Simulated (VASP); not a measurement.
Wanted: the native input for a VASP 6.6.1 run.

- Task: single point
- Functional: PBE
- Potentials or basis: VASP PAW PBE potentials, release 64 (F)
- Cutoff: 520 eV
- k mesh: 4 × 4 × 2
- Occupations: gaussian, width 0.01 eV
- Spin: no spin polarisation
- Dipole correction: no
- Further INCAR settings: ALGO = Fast; EDIFF = 1e-06; NBANDS = 22

The structure of F lies in POSCAR:

```
F
1.0
    3.5401180000     -2.0919010000      0.0000000000
    3.5401180000      2.0919010000      0.0000000000
    0.0000000000      0.0000000000      6.3757260000
F
4
Direct
    0.9125420000      0.0874580000      0.0960130000
    0.6174580000      0.4125420000      0.5960130000
    0.4125420000      0.5874580000      0.4039870000
    0.0874580000      0.9125420000      0.9039870000
```

These files were run (other wordings do the same):

INCAR

```
PREC = Accurate
ENCUT = 520
EDIFF = 1E-6
ISMEAR = 0
SIGMA = 0.01
LREAL = False
LASPH = True
NELM = 100
ALGO = Fast
ISIF = 2
LWAVE = False
LCHARG = False
GGA = PE
NBANDS = 22
```

KPOINTS

```
regular mesh
0
Gamma
  4 4 2
```

Potentials or basis: VASP PAW PBE potentials, release 64 (F).

Command:

```bash
$ cat potpaw_PBE.64/F/POTCAR > POTCAR
$ mpirun -np 1 vasp_std > vasp.out
```

Results of the run:

```
Pressure               : -1.3 GPa
Largest force          : 1.051 eV/Å
Band gap on the k mesh : 2.77 eV, indirect (least direct gap 2.77 eV)
```

Caveat: the k mesh is coarse (spacing up to 0.49 Å⁻¹), so the values aren't converged; forces of over 1 eV/Å show positions far from the minimum, so gaps and moduli don't describe the material at rest.

Wall time 33 s on 1 thread of Intel(R) Xeon(R) Platinum 8488C (Sapphire Rapids), with other jobs on the host, peak memory 0.2 GiB.
